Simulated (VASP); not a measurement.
# 2H-WSe2 monolayer and its bilayer, part 8 of 9

Aim: relax 2H-WSe2 monolayer, place its levels against the vacuum, then find how two sheets stack and bind.

VASP 6.6.1, plane waves and PAW; the level of theory is named at each step.

So far. Step 12 (A rigid stacking): Energy at zero smearing: -162.75412 eV.

### Step 13. Relaxing the bilayer

Level of this step: r2SCAN with rVV10, no spin polarisation; plane waves and PAW (W, Se) (VASP).

The lowest stacking relaxes at the monolayer's lattice.

INCAR reads:

```
SYSTEM = WSe2
PREC = Normal
ENCUT = 350
EDIFF = 1E-07
NELM = 120
ISMEAR = 0
SIGMA = 0.03
LREAL = .FALSE.
ALGO = Normal
METAGGA = R2SCAN
LUSE_VDW = .TRUE.
IVDW_NL = 2
BPARAM = 11.95
CPARAM = 0.0093
LASPH = .TRUE.
NBANDS = 24
LORBIT = 11
LWAVE = .FALSE.
LCHARG = .FALSE.
KPAR = 4
IBRION = 2
NSW = 70
ISIF = 2
EDIFFG = -0.004
POTIM = 0.8
MAXMIX = 40
IDIPOL = 3
LDIPOL = .TRUE.
DIPOL = 0.5 0.5 0.5
```

POSCAR reads:

```
WSe2
1.0
    3.2949711325      0.0000000000      0.0000000000
   -1.6474855662      2.8535287055      0.0000000000
    0.0000000000      0.0000000000     26.7564902800
W Se
2 4
Direct
    0.3333333300      0.6666666700      0.3798750300
    0.6666666700      0.3333333300      0.6201249700
    0.6666666700      0.3333333300      0.3176799300
    0.6666666700      0.3333333300      0.4420701300
    0.3333333300      0.6666666700      0.5579298700
    0.3333333300      0.6666666700      0.6823200700
```

KPOINTS reads:

```
Automatic mesh
0
Gamma
12 12 1
0 0 0
```

The projector-augmented-wave data sets are W and Se (PBE family, release 64).

The run is started by

```bash
$ mpirun -np 4 vasp_std
```

What it wrote:

```text
[... set-up lines as in an earlier step ...]
 entering main loop
       N       E                     dE             d eps       ncg     rms          rms(c)
Total rVV10 correction in eV:      0.9063824    50.8315537
Total rVV10 correction in eV:      0.9063824    50.8315537
Total rVV10 correction in eV:      0.9063824    50.8315537
Total rVV10 correction in eV:      0.9063824    50.8315537
[... 5 cycles as in an earlier step ...]
Total rVV10 correction in eV:      0.9067899    50.8322571
Total rVV10 correction in eV:      0.9067899    50.8322571
Total rVV10 correction in eV:      0.9067899    50.8322571
Total rVV10 correction in eV:      0.9067899    50.8322571
[... 1 cycle as in an earlier step ...]
Total rVV10 correction in eV:      0.9005694    50.8338449
Total rVV10 correction in eV:      0.9005694    50.8338449
Total rVV10 correction in eV:      0.9005694    50.8338449
Total rVV10 correction in eV:      0.9005694    50.8338449
[... 1 cycle as in an earlier step ...]
Total rVV10 correction in eV:      0.9057547    50.8335886
Total rVV10 correction in eV:      0.9057547    50.8335886
Total rVV10 correction in eV:      0.9057547    50.8335886
Total rVV10 correction in eV:      0.9057547    50.8335886
[... 1 cycle as in an earlier step ...]
Total rVV10 correction in eV:      0.9092872    50.8331644
Total rVV10 correction in eV:      0.9092872    50.8331644
Total rVV10 correction in eV:      0.9092872    50.8331644
Total rVV10 correction in eV:      0.9092872    50.8331644
[... 1 cycle as in an earlier step ...]
Total rVV10 correction in eV:      0.9129623    50.8329440
Total rVV10 correction in eV:      0.9129623    50.8329440
Total rVV10 correction in eV:      0.9129623    50.8329440
Total rVV10 correction in eV:      0.9129623    50.8329440
[... 1 cycle as in an earlier step ...]
Total rVV10 correction in eV:      0.9135512    50.8327000
Total rVV10 correction in eV:      0.9135512    50.8327000
Total rVV10 correction in eV:      0.9135512    50.8327000
Total rVV10 correction in eV:      0.9135512    50.8327000
[... 1 cycle as in an earlier step ...]
Total rVV10 correction in eV:      0.9148922    50.8323858
Total rVV10 correction in eV:      0.9148922    50.8323858
Total rVV10 correction in eV:      0.9148922    50.8323858
Total rVV10 correction in eV:      0.9148922    50.8323858
[... 1 cycle as in an earlier step ...]
Total rVV10 correction in eV:      0.9151550    50.8322183
Total rVV10 correction in eV:      0.9151550    50.8322183
Total rVV10 correction in eV:      0.9151550    50.8322183
Total rVV10 correction in eV:      0.9151550    50.8322183
DAV:  13    -0.162785876984E+03   -0.25226E-03   -0.64772E-05  1208   0.453E-02    0.341E-02
Total rVV10 correction in eV:      0.9157094    50.8319777
Total rVV10 correction in eV:      0.9157094    50.8319777
Total rVV10 correction in eV:      0.9157094    50.8319777
Total rVV10 correction in eV:      0.9157094    50.8319777
DAV:  14    -0.162786267528E+03   -0.39054E-03   -0.74638E-05  1064   0.516E-02    0.160E-02
Total rVV10 correction in eV:      0.9163630    50.8316604
Total rVV10 correction in eV:      0.9163630    50.8316604
Total rVV10 correction in eV:      0.9163630    50.8316604
Total rVV10 correction in eV:      0.9163630    50.8316604
DAV:  15    -0.162786708053E+03   -0.44053E-03   -0.13359E-04  1120   0.627E-02    0.188E-02
Total rVV10 correction in eV:      0.9166317    50.8315555
Total rVV10 correction in eV:      0.9166317    50.8315555
Total rVV10 correction in eV:      0.9166317    50.8315555
Total rVV10 correction in eV:      0.9166317    50.8315555
DAV:  16    -0.162786900520E+03   -0.19247E-03   -0.38859E-05  1072   0.346E-02    0.169E-02
Total rVV10 correction in eV:      0.9166935    50.8315480
Total rVV10 correction in eV:      0.9166935    50.8315480
Total rVV10 correction in eV:      0.9166935    50.8315480
Total rVV10 correction in eV:      0.9166935    50.8315480
DAV:  17    -0.162786978852E+03   -0.78332E-04   -0.43851E-05   992   0.338E-02    0.440E-03
Total rVV10 correction in eV:      0.9167098    50.8315513
Total rVV10 correction in eV:      0.9167098    50.8315513
Total rVV10 correction in eV:      0.9167098    50.8315513
Total rVV10 correction in eV:      0.9167098    50.8315513
DAV:  18    -0.162787009407E+03   -0.30555E-04   -0.15683E-05  1104   0.150E-02    0.474E-03
Total rVV10 correction in eV:      0.9166940    50.8315678
Total rVV10 correction in eV:      0.9166940    50.8315678
Total rVV10 correction in eV:      0.9166940    50.8315678
Total rVV10 correction in eV:      0.9166940    50.8315678
DAV:  19    -0.162787030558E+03   -0.21151E-04   -0.58134E-06  1096   0.105E-02    0.368E-03
Total rVV10 correction in eV:      0.9166935    50.8315711
Total rVV10 correction in eV:      0.9166935    50.8315711
Total rVV10 correction in eV:      0.9166935    50.8315711
Total rVV10 correction in eV:      0.9166935    50.8315711
DAV:  20    -0.162787042410E+03   -0.11851E-04   -0.46293E-07   960   0.570E-03    0.171E-03
Total rVV10 correction in eV:      0.9166874    50.8315743
Total rVV10 correction in eV:      0.9166874    50.8315743
Total rVV10 correction in eV:      0.9166874    50.8315743
Total rVV10 correction in eV:      0.9166874    50.8315743
DAV:  21    -0.162787063318E+03   -0.20909E-04   -0.63320E-07   976   0.554E-03    0.586E-04
Total rVV10 correction in eV:      0.9166784    50.8315822
Total rVV10 correction in eV:      0.9166784    50.8315822
Total rVV10 correction in eV:      0.9166784    50.8315822
Total rVV10 correction in eV:      0.9166784    50.8315822
DAV:  22    -0.162787074126E+03   -0.10808E-04   -0.11003E-06  1048   0.697E-03    0.669E-04
Total rVV10 correction in eV:      0.9166786    50.8315757
Total rVV10 correction in eV:      0.9166786    50.8315757
Total rVV10 correction in eV:      0.9166786    50.8315757
Total rVV10 correction in eV:      0.9166786    50.8315757
DAV:  23    -0.162787074560E+03   -0.43426E-06   -0.31398E-07   952   0.450E-03    0.323E-04
Total rVV10 correction in eV:      0.9166782    50.8315734
Total rVV10 correction in eV:      0.9166782    50.8315734
Total rVV10 correction in eV:      0.9166782    50.8315734
Total rVV10 correction in eV:      0.9166782    50.8315734
DAV:  24    -0.162787075932E+03   -0.13714E-05   -0.48689E-08   768   0.197E-03    0.216E-04
Total rVV10 correction in eV:      0.9166779    50.8315723
Total rVV10 correction in eV:      0.9166779    50.8315723
Total rVV10 correction in eV:      0.9166779    50.8315723
Total rVV10 correction in eV:      0.9166779    50.8315723
DAV:  25    -0.162787076350E+03   -0.41787E-06   -0.34806E-08   744   0.160E-03    0.800E-05
Total rVV10 correction in eV:      0.9166783    50.8315720
[...]
trial: gam= 0.00000 g(F)=  0.485E-03 g(S)=  0.000E+00 ort = 0.000E+00 (trialstep = 0.100E+01)
 search vector abs. value=  0.485E-03
 bond charge predicted
       N       E                     dE             d eps       ncg     rms          rms(c)
Total rVV10 correction in eV:      0.9171524    50.8315721
Total rVV10 correction in eV:      0.9171524    50.8315721
Total rVV10 correction in eV:      0.9171524    50.8315721
Total rVV10 correction in eV:      0.9171524    50.8315721
DAV:   1    -0.162787229011E+03   -0.15370E-03   -0.69340E-02   912   0.130E+00    0.538E-02
Total rVV10 correction in eV:      0.9172934    50.8316222
Total rVV10 correction in eV:      0.9172934    50.8316222
Total rVV10 correction in eV:      0.9172934    50.8316222
Total rVV10 correction in eV:      0.9172934    50.8316222
DAV:   2    -0.162787464361E+03   -0.23535E-03   -0.15866E-03  1168   0.205E-01    0.943E-02
Total rVV10 correction in eV:      0.9171973    50.8316035
Total rVV10 correction in eV:      0.9171973    50.8316035
Total rVV10 correction in eV:      0.9171973    50.8316035
Total rVV10 correction in eV:      0.9171973    50.8316035
DAV:   3    -0.162787437693E+03    0.26668E-04   -0.11504E-04  1128   0.694E-02    0.446E-02
Total rVV10 correction in eV:      0.9171489    50.8316571
Total rVV10 correction in eV:      0.9171489    50.8316571
Total rVV10 correction in eV:      0.9171489    50.8316571
Total rVV10 correction in eV:      0.9171489    50.8316571
DAV:   4    -0.162787461561E+03   -0.23867E-04   -0.10610E-04  1104   0.568E-02    0.245E-02
Total rVV10 correction in eV:      0.9171069    50.8317043
Total rVV10 correction in eV:      0.9171069    50.8317043
Total rVV10 correction in eV:      0.9171069    50.8317043
Total rVV10 correction in eV:      0.9171069    50.8317043
DAV:   5    -0.162787450979E+03    0.10582E-04   -0.18974E-05  1024   0.278E-02    0.152E-02
Total rVV10 correction in eV:      0.9171257    50.8315932
Total rVV10 correction in eV:      0.9171257    50.8315932
Total rVV10 correction in eV:      0.9171257    50.8315932
Total rVV10 correction in eV:      0.9171257    50.8315932
DAV:   6    -0.162787473527E+03   -0.22548E-04   -0.98941E-06  1056   0.197E-02    0.372E-03
Total rVV10 correction in eV:      0.9171294    50.8315732
Total rVV10 correction in eV:      0.9171294    50.8315732
Total rVV10 correction in eV:      0.9171294    50.8315732
Total rVV10 correction in eV:      0.9171294    50.8315732
DAV:   7    -0.162787469808E+03    0.37185E-05   -0.20159E-06  1096   0.119E-02    0.356E-03
Total rVV10 correction in eV:      0.9171347    50.8315748
Total rVV10 correction in eV:      0.9171347    50.8315748
Total rVV10 correction in eV:      0.9171347    50.8315748
Total rVV10 correction in eV:      0.9171347    50.8315748
DAV:   8    -0.162787470276E+03   -0.46737E-06   -0.35596E-07   952   0.417E-03    0.725E-04
Total rVV10 correction in eV:      0.9171348    50.8315727
Total rVV10 correction in eV:      0.9171348    50.8315727
Total rVV10 correction in eV:      0.9171348    50.8315727
Total rVV10 correction in eV:      0.9171348    50.8315727
DAV:   9    -0.162787475038E+03   -0.47622E-05   -0.14924E-07   752   0.350E-03    0.365E-04
Total rVV10 correction in eV:      0.9171355    50.8315715
Total rVV10 correction in eV:      0.9171355    50.8315715
Total rVV10 correction in eV:      0.9171355    50.8315715
Total rVV10 correction in eV:      0.9171355    50.8315715
DAV:  10    -0.162787473205E+03    0.18333E-05   -0.47150E-08   704   0.210E-03    0.154E-04
Total rVV10 correction in eV:      0.9171356    50.8315709
Total rVV10 correction in eV:      0.9171356    50.8315709
Total rVV10 correction in eV:      0.9171356    50.8315709
Total rVV10 correction in eV:      0.9171356    50.8315709
DAV:  11    -0.162787472312E+03    0.89274E-06   -0.16954E-08   632   0.126E-03    0.850E-05
Total rVV10 correction in eV:      0.9171354    50.8315708
Total rVV10 correction in eV:      0.9171354    50.8315708
Total rVV10 correction in eV:      0.9171354    50.8315708
Total rVV10 correction in eV:      0.9171354    50.8315708
DAV:  12    -0.162787471557E+03    0.75453E-06   -0.96132E-09   624   0.105E-03    0.560E-05
Total rVV10 correction in eV:      0.9171354    50.8315708
Total rVV10 correction in eV:      0.9171354    50.8315708
Total rVV10 correction in eV:      0.9171354    50.8315708
Total rVV10 correction in eV:      0.9171354    50.8315708
DAV:  13    -0.162787471611E+03   -0.53724E-07   -0.16545E-09   544   0.402E-04
Total rVV10 correction in eV:      0.9171354    50.8315708
Total rVV10 correction in eV:      0.9171354    50.8315708
Total rVV10 correction in eV:      0.9171354    50.8315708
Total rVV10 correction in eV:      0.9171354    50.8315708
Total rVV10 correction in eV:      0.9171354    50.8315708
Total rVV10 correction in eV:      0.9171354    50.8315708
Total rVV10 correction in eV:      0.9171354    50.8315708
Total rVV10 correction in eV:      0.9171354    50.8315708
   2 F= -.16278747E+03 E0= -.16278747E+03  d E =-.396347E-03
[... from here on, the cycles between the ionic steps are left out ...]
   3 F= -.16278774E+03 E0= -.16278774E+03  d E =-.665203E-03
   4 F= -.16278783E+03 E0= -.16278783E+03  d E =-.903730E-04
   5 F= -.16278809E+03 E0= -.16278809E+03  d E =-.353223E-03
   6 F= -.16278857E+03 E0= -.16278857E+03  d E =-.828870E-03
   7 F= -.16278934E+03 E0= -.16278934E+03  d E =-.160351E-02
   8 F= -.16279016E+03 E0= -.16279016E+03  d E =-.241955E-02
   9 F= -.16279090E+03 E0= -.16279090E+03  d E =-.741209E-03
  10 F= -.16279258E+03 E0= -.16279258E+03  d E =-.242100E-02
  11 F= -.16279362E+03 E0= -.16279362E+03  d E =-.345599E-02
  12 F= -.16279368E+03 E0= -.16279368E+03  d E =-.351510E-02
  13 F= -.16279402E+03 E0= -.16279402E+03  d E =-.345447E-03
  14 F= -.16279435E+03 E0= -.16279435E+03  d E =-.676012E-03
  15 F= -.16279436E+03 E0= -.16279436E+03  d E =-.689571E-03
  16 F= -.16279445E+03 E0= -.16279445E+03  d E =-.899212E-04
  17 F= -.16279451E+03 E0= -.16279451E+03  d E =-.145932E-03
  18 F= -.16279451E+03 E0= -.16279451E+03  d E =-.145633E-03
  19 F= -.16279453E+03 E0= -.16279453E+03  d E =-.201425E-04
 trial-energy change:   -0.000020  1 .order   -0.000013   -0.000045    0.000019
 step:   0.5193(harm=  0.4557)  dis= 0.00106  next Energy=  -162.794532 (dE=-0.219E-04)
 bond charge predicted
       N       E                     dE             d eps       ncg     rms          rms(c)
Total rVV10 correction in eV:      0.9301010    50.8315563
Total rVV10 correction in eV:      0.9301010    50.8315563
Total rVV10 correction in eV:      0.9301010    50.8315563
Total rVV10 correction in eV:      0.9301010    50.8315563
DAV:   1    -0.162794530793E+03   -0.33471E-06   -0.11946E-04   920   0.528E-02    0.488E-03
Total rVV10 correction in eV:      0.9301013    50.8315562
Total rVV10 correction in eV:      0.9301013    50.8315562
Total rVV10 correction in eV:      0.9301013    50.8315562
Total rVV10 correction in eV:      0.9301013    50.8315562
DAV:   2    -0.162794531135E+03   -0.34144E-06   -0.54166E-06  1216   0.144E-02    0.409E-04
Total rVV10 correction in eV:      0.9301009    50.8315566
Total rVV10 correction in eV:      0.9301009    50.8315566
Total rVV10 correction in eV:      0.9301009    50.8315566
Total rVV10 correction in eV:      0.9301009    50.8315566
DAV:   3    -0.162794531111E+03    0.23298E-07   -0.17189E-07   800   0.370E-03
Total rVV10 correction in eV:      0.9301006    50.8315562
Total rVV10 correction in eV:      0.9301006    50.8315562
Total rVV10 correction in eV:      0.9301006    50.8315562
Total rVV10 correction in eV:      0.9301006    50.8315562
Total rVV10 correction in eV:      0.9301009    50.8315563
Total rVV10 correction in eV:      0.9301009    50.8315563
Total rVV10 correction in eV:      0.9301009    50.8315563
Total rVV10 correction in eV:      0.9301009    50.8315563
  20 F= -.16279453E+03 E0= -.16279453E+03  d E =-.207914E-04
 curvature:  -0.31 expect dE=-0.685E-06 dE for cont linesearch -0.241E-06
 trial: gam= 0.00000 g(F)=  0.220E-05 g(S)=  0.000E+00 ort =-0.919E-05 (trialstep = 0.618E+00)
 search vector abs. value=  0.220E-05
 reached required accuracy - stopping structural energy minimisation
```

It took 18 min on 4 MPI ranks of AMD EPYC 9R45, shared host; peak memory 1.4 GiB.

From OUTCAR (step 13):

```text
   NELECT =      36.0000    total number of electrons

 E-fermi :  -0.2183

 k-point     1 :       0.0000    0.0000    0.0000
  band No.  band energies     occupation
    ...
     14      -1.8038      2.00000
     15      -1.7827      2.00000
     16      -1.7827      2.00000
     17      -0.9490      2.00000
     18      -0.3512      2.00000
     19       2.6678      0.00000
     20       2.6678      0.00000
     21       2.6945      0.00000
     22       2.6945      0.00000
     23       2.8267      0.00000
    ...

  Total        0.0231307      0.0231307     -0.1723651      0.0000000     -0.0000000      0.0000000
  in kB        0.1473111      0.1473111     -1.0977335      0.0000000     -0.0000000      0.0000000
  external PRESSURE =      -0.2677037 kB  Pullay stress =       0.0000000 kB

 POSITION                                       TOTAL-FORCE (eV/Angst)
 -----------------------------------------------------------------------------------
     -0.00000      1.90235     10.07464         0.000000     -0.000000     -0.002438
      1.64749      0.95118     16.68185         0.000000      0.000000      0.002438
      1.64749      0.95118      8.40976         0.000000      0.000000      0.001680
      1.64749      0.95118     11.74088        -0.000000     -0.000000      0.002336
     -0.00000      1.90235     15.01561         0.000000      0.000000     -0.002336
     -0.00000      1.90235     18.34673        -0.000000     -0.000000     -0.001680
 -----------------------------------------------------------------------------------
    total drift:                                0.000000      0.000000      0.000000

  FREE ENERGIE OF THE ION-ELECTRON SYSTEM (eV)
  ---------------------------------------------------
  free  energy   TOTEN  =      -162.7945311113 eV

  energy  without entropy=     -162.7945311113  energy(sigma->0) =     -162.79453111

 vacuum level on the upper side and lower side of the slab         4.941         4.941

[... 9 parts as in an earlier step ...]

[... 10 further parts left out ...]
```

CONTCAR:

```
WSe2
   1.00000000000000
     3.2949711325000002    0.0000000000000000    0.0000000000000000
    -1.6474855662000001    2.8535287055000000    0.0000000000000000
     0.0000000000000000    0.0000000000000000   26.7564902800000013
  W               Se
     2     4
Direct
     0.3333333300000021    0.6666666699999979    0.3765307989807657
     0.6666666699999979    0.3333333300000021    0.6234692010192346
     0.6666666699999979    0.3333333300000021    0.3143074130071434
     0.6666666699999979    0.3333333300000021    0.4388048454758109
     0.3333333300000021    0.6666666699999979    0.5611951545241889
     0.3333333300000021    0.6666666699999979    0.6856925869928567
```

Relaxation path:

```csv
step,energy less that of the first step (eV),largest force (eV/Å)
1,0.0000,0.0419
2,-0.0004,0.0494
3,-0.0007,0.1105
4,-0.0008,0.1102
5,-0.0010,0.1094
6,-0.0015,0.1076
7,-0.0023,0.1039
8,-0.0031,0.1090
9,-0.0038,0.0890
10,-0.0055,0.0385
11,-0.0065,0.0878
12,-0.0066,0.0657
13,-0.0069,0.0504
14,-0.0073,0.0482
15,-0.0073,0.0510
16,-0.0074,0.0464
17,-0.0074,0.0165
18,-0.0074,0.0165
19,-0.0075,0.0070
20,-0.0075,0.0024
```

The atoms that moved most (Å):

| atom | dx | dy | dz | length |
| --- | --- | --- | --- | --- |
| Se6 | 0.000 | 0.000 | 0.090 | 0.090 |
| Se3 | 0.000 | 0.000 | -0.090 | 0.090 |
| W1 | 0.000 | 0.000 | -0.089 | 0.089 |
| W2 | 0.000 | 0.000 | 0.089 | 0.089 |
| Se4 | 0.000 | 0.000 | -0.087 | 0.087 |
| Se5 | 0.000 | 0.000 | 0.087 | 0.087 |

The relaxed structure:

```xyz
6
Lattice="3.2950 0.0000 0.0000 -1.6475 2.8535 0.0000 0.0000 0.0000 26.7565" Properties=species:S:1:pos:R:3
W     0.0000    1.9024   10.0746
W     1.6475    0.9512   16.6818
Se    1.6475    0.9512    8.4098
Se    1.6475    0.9512   11.7409
Se    0.0000    1.9024   15.0156
Se    0.0000    1.9024   18.3467
```

Numbers from this step:

```
electronic cycles              : 270
free energy (TOTEN)            : -162.7945 eV
Fermi energy                   : -0.2183 eV
dipole moment                  : 0, 0, 0 e·Å
gap on the k-mesh              : 1.550 eV
least direct gap on the k-mesh : 1.670 eV
```

The run ended after 20 ionic steps, 0.007 eV below its first step, once the forces on the free atoms met EDIFFG = -0.004.

(Part 8 of 9 ends here.)

[Lines on the potential files, build, host, timing and source positions are cut from VASP's logs without a mark.]

[Logs are printed without paths, hosts, clocks, repeated set-up lines and the standing remarks that a program may print on its own settings, such as how far it seeks lower states.]

[Hosts, paths, dates, database ids (printed as entryN), source tags and the programs' standing remarks are cut or masked in the printed files.]

[Runs that stopped without an error message from VASP are left out.]
